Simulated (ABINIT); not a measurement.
SiC (Moissanite):

```
Si C
1.0
     3.07600    0.00000    0.00000
    -1.53800    2.66389    0.00000
     0.00000    0.00000    5.04800
Si C
2 2
Direct
  0.66667 0.33333 0.50000
  0.33333 0.66667 0.00000
  0.66667 0.33333 0.88500
  0.33333 0.66667 0.38500
```

Base run:

```yaml
Program: ABINIT 10.8.3 (patched build)
Functional: PBE
Potentials_or_basis: SG15 NC PBE v1.2
Cutoff: 816 eV
k_mesh: 8 × 8 × 4
Occupations: fixed
Spin: no spin polarisation
```

Its results: band gap on the k mesh 2.60 eV, indirect (least direct gap 4.08 eV); largest force 0.748 eV/Å.

**Question.** The run is repeated on the same cell with these changes: functional from PBE to PBE0. What comes out?

**Answer.** Band gap on the k mesh 4.20 eV, indirect (least direct gap 5.92 eV); largest force 0.774 eV/Å.

PBE0 gives the wider gap, since exact exchange removes part of the self-interaction.

Caveats: the potentials were made for another functional, which shifts forces and pressure (some runs).

A k mesh can miss the band edges.
